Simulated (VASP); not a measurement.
## P: band structure with HSE06

P, a slab with vacuum:

```
CELL_PARAMETERS angstrom
3.30245 0.00000 0.00000
0.00000 4.32809 0.00000
0.00000 0.00000 25.37277
ATOMIC_POSITIONS crystal
P 0.00000 0.57902 0.35746
P 0.50000 0.92098 0.35746
P 0.50000 0.07837 0.44168
P 0.00000 0.42163 0.44168
P 0.50000 0.57837 0.55832
P 0.00000 0.92163 0.55832
P 0.00000 0.07902 0.64254
P 0.50000 0.42098 0.64254
```

The slab is cut from a database's or a generator's crystal, which needn't be the stable form of the element.

* Program: VASP 6.6.1
* Task: band structure
* Functional: HSE06
* Potentials or basis: VASP PAW PBE potentials, release 64 (P)
* Cutoff: 520 eV
* k mesh: 6 × 4 × 1
* Occupations: gaussian, width 0.03 eV
* Spin: no spin polarisation
* Grid for exact exchange (PRECFOCK): Fast
* Dipole correction: yes
* Screening parameter: 0.2 1/A
* Further INCAR settings: ALGO = Normal; EDIFF = 1e-06; NBANDS = 30

- Largest force: 0.432 eV/Å
- Band gap on the k mesh: 0.74 eV, direct
- Band gap along the path: 0.74 eV, direct
- Ionisation potential of the upper face: 4.76 eV

Forces in eV/Å, atoms in the order of the input:
```
P    0.000  0.235  0.211
P    0.000 -0.235  0.211
P    0.000  0.249 -0.354
P    0.000 -0.249 -0.354
P    0.000  0.249  0.354
P    0.000 -0.249  0.354
P    0.000  0.235 -0.211
P    0.000 -0.235 -0.211
```

Levels at points of the mesh, in eV from the valence-band top:
```tsv
k point	band 18	band 19	band 20	band 21	band 22	band 23
(0.00, 0.00, 0.00)	-2.44	-1.08	0.00	0.74	1.44	1.48
(0.50, 0.00, 0.00)	-3.06	-2.61	-2.61	1.44	1.44	1.55
(0.00, 0.50, 0.00)	-1.55	-1.27	-1.27	2.25	2.25	2.32
(0.50, 0.50, 0.00)	-2.26	-2.26	-2.26	2.70	2.70	2.70
```

It took 16 min on 4 MPI ranks on Intel(R) Xeon(R) Platinum 8488C (Sapphire Rapids), on a shared host, peak memory 0.47 GiB a rank.

Caveat: the PAW data sets were made with another functional, which shifts forces and pressure a little.
